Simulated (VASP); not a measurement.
Level of theory: PBE GGA, VASP's PBE PAW potentials (set 64) (plane waves; VASP).

VASP ran on this input.

KPOINTS:
```
Automatic mesh
0
G
  1 1 1
```

### INCAR
```
GGA = PE   # PBE
LMAXMIX = 4   # l cut-off of mixed one-centre charges
ISMEAR = 0
NELM = 100   # most electronic steps
ENCUT = 400
LWAVE = F
EDIFF = 1E-6
LCHARG = F
SIGMA = 0.05
LREAL = F   # projection in real space or not
PREC = Accurate
SYSTEM = CsBr
LASPH = T   # aspherical one-centre terms
ALGO = Normal   # blocked Davidson
ISIF = 2   # forces and stress, cell fixed
```

File POSCAR:
```
CsBr
1
    4.3758000000     0.0000000000     0.0000000000
    0.0000000000     4.3758000000     0.0000000000
    0.0000000000     0.0000000000     4.3758000000
Cs Br
1 1
Direct
  0.0000000000   0.0000000000   0.0000000000
  0.5000000000   0.5000000000   0.5000000000
```

POTCAR, in this order: Cs_sv Br (PBE.64 set). Program: vasp_std.

The run wrote:

**OUTCAR**
```
 ion  position               nearest neighbor table
   1  0.000  0.000  0.000-
   2  0.500  0.500  0.500-
  LATTYP: Found a simple cubic cell.
 ALAT       =     4.3758000000
 Subroutine PRICEL returns:
 Original cell was already a primitive cell.
 Subroutine GETGRP returns: Found 48 space group operations
The static configuration has the point symmetry O_h .
The dynamic configuration has the point symmetry O_h .
 Subroutine INISYM returns: Found 48 space group operations
 Subroutine IBZKPT returns following result:
 Found      1 irreducible k-points:

 Following reciprocal coordinates:
            Coordinates               Weight
  0.000000  0.000000  0.000000      1.000000
   k-points           NKPTS =      1   k-points in BZ     NKDIM =      1   number of bands    NBANDS=     12
   number of dos      NEDOS =    301   number of ions     NIONS =      2
   total plane-waves  NPLWV =  27000
   dimension x,y,z NGX =    30 NGY =   30 NGZ =   30
   dimension x,y,z NGXF=    60 NGYF=   60 NGZF=   60
   ions per type =               1   1
   PREC   = accura    normal or accurate (medium, high low for compatibility)
   ISTART =      0    job   : 0-new  1-cont  2-samecut
   ICHARG =      2    charge: 1-file 2-atom 10-const
   ISPIN  =      1    spin polarized calculation?
   LNONCOLLINEAR =      F non collinear calculations
   LSORBIT =      F    spin-orbit coupling
   INIWAV =      1    electr: 0-lowe 1-rand  2-diag
   ENCUT  =  400.0 eV  29.40 Ry    5.42 a.u.   7.14  7.14  7.14*2*pi/ulx,y,z
   NELM   =    100;   NELMIN=  2; NELMDL= -5     # of ELM steps
   EDIFF  = 0.1E-05   stopping-criterion for ELM
   LREAL  =      F    real-space projection
   NLSPLINE    = F    spline interpolate recip. space projectors
   LMAXMIX     =    4 max onsite mixed and CHGCAR
   VOSKOWN=      0    Vosko Wilk Nusair interpolation
   EDIFFG = 0.1E-04   stopping-criterion for IOM
   NSW    =      0    number of steps for IOM
   NBLOCK =      1;   KBLOCK =      1    inner block; outer block
...
```

File OSZICAR:
```
       N       E                     dE             d eps       ncg     rms          rms(c)
DAV:   1     0.928400721680E+02    0.92840E+02   -0.59677E+03    24   0.920E+02
DAV:   2     0.518257772915E+01   -0.87657E+02   -0.73963E+02    32   0.182E+02
DAV:   3    -0.284727870655E+01   -0.80299E+01   -0.80008E+01    24   0.584E+01
DAV:   4    -0.291190772306E+01   -0.64629E-01   -0.64616E-01    32   0.629E+00
DAV:   5    -0.291239007142E+01   -0.48235E-03   -0.48235E-03    28   0.540E-01    0.302E+00
DAV:   6    -0.231413692490E+01    0.59825E+00   -0.99865E-01    24   0.471E+00    0.184E+00
DAV:   7    -0.222273976285E+01    0.91397E-01   -0.71295E-01    24   0.401E+00    0.124E+00
DAV:   8    -0.223517476227E+01   -0.12435E-01   -0.55207E-02    24   0.163E+00    0.342E-01
DAV:   9    -0.223476427376E+01    0.41049E-03   -0.27022E-03    24   0.254E-01    0.206E-01
DAV:  10    -0.223504470504E+01   -0.28043E-03   -0.45586E-04    24   0.194E-01    0.198E-02
DAV:  11    -0.223504106523E+01    0.36398E-05   -0.27011E-05    24   0.248E-02    0.756E-03
DAV:  12    -0.223504052303E+01    0.54220E-06   -0.87749E-06    24   0.197E-02
   1 F= -.22350405E+01 E0= -.22350405E+01  d E =-.465746E-19
```

File OUTCAR:
```
------------------------ aborting loop because EDIFF is reached ----------------------------------------
  FORCE on cell =-STRESS in cart. coord.  units (eV):
  Direction    XX          YY          ZZ          XY          YZ          ZX
  --------------------------------------------------------------------------------------
  Total        7.7427425      7.7427425      7.7427425     -0.0000000     -0.0000000      0.0000000
  in kB      148.0583853    148.0583853    148.0583853     -0.0000000     -0.0000000      0.0000000
  external PRESSURE =     148.0583853 kB  Pullay stress =       0.0000000 kB
  volume of cell :       83.79
      direct lattice vectors                 reciprocal lattice vectors
     4.375800000  0.000000000  0.000000000     0.228529640  0.000000000  0.000000000
     0.000000000  4.375800000  0.000000000     0.000000000  0.228529640  0.000000000
     0.000000000  0.000000000  4.375800000     0.000000000  0.000000000  0.228529640
 POSITION                                       TOTAL-FORCE (eV/Angst)
 -----------------------------------------------------------------------------------
      0.00000      0.00000      0.00000         0.000000      0.000000      0.000000
      2.18790      2.18790      2.18790         0.000000      0.000000      0.000000
 -----------------------------------------------------------------------------------
    total drift:                                0.000000      0.000000     -0.000000
  FREE ENERGIE OF THE ION-ELECTRON SYSTEM (eV)
  ---------------------------------------------------
  free  energy   TOTEN  =        -2.2350405230 eV

  energy  without entropy=       -2.2350405230  energy(sigma->0) =       -2.23504052
```
(Selected blocks of OUTCAR.)

The compound is CsBr in the CsCl type structure. The cell was not relaxed at this level. The k-mesh is coarse (spacing up to 1.44 per Å, 2π included), so the numbers may not be converged in it.
